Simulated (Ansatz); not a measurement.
## ScAl2: Seebeck coefficient and carrier response

Method: DFT PBEsol, scalar-relativistic, plane waves, PAW (Ansatz 0.2.0). Plane waves to 420 eV; Γ-centred k mesh 8×8×8; Fermi-Dirac smearing of 0.15 eV. No spin polarisation.

Relaxed structure:
```xyz
6
Lattice="0.0000 3.7647 3.7647 3.7647 0.0000 3.7647 3.7647 3.7647 0.0000" Properties=species:S:1:pos:R:3 pbc="T T T"
Sc    3.7647    3.7647    3.7647
Sc    5.6470    5.6470    5.6470
Al    0.9412    0.9412    0.9412
Al    0.9412    2.8235    2.8235
Al    2.8235    0.9412    2.8235
Al    2.8235    2.8235    0.9412
```

In a metal these results depend on the k mesh and the smearing.

Constant relaxation time and rigid bands. The levels are interpolated over the whole zone and filled by a Fermi function at the stated temperature, with the chemical potential set by the electron count. Seebeck coefficients of a few μV/K are small differences and uncertain even in sign.

Question: Give the Drude plasma energies, the density of states at the chemical potential and σ/τ at 300 K.

Answer:
| Quantity | Value |
| --- | --- |
| Plasma energy xx, yy, zz | 3.97, 3.97, 3.97 eV |
| Density of states (thermally broadened) | 3.74 states/eV/cell |
| Conductivity over τ, xx, yy, zz | 3.2, 3.2, 3.2 ×10²⁰ (Ω·m·s)⁻¹ |

Question: And the Seebeck coefficient (μV/K)?

Answer:
```csv
T (K),Sxx,Syy,Szz
300,5.9,5.9,5.9
600,12.8,12.8,12.8
900,20.9,20.9,20.9
```

Whether ScAl2 exists in this form wasn't checked.

Cost: 1 run of about 7.3 core-minutes, on Arm Neoverse V2 (shared hosts).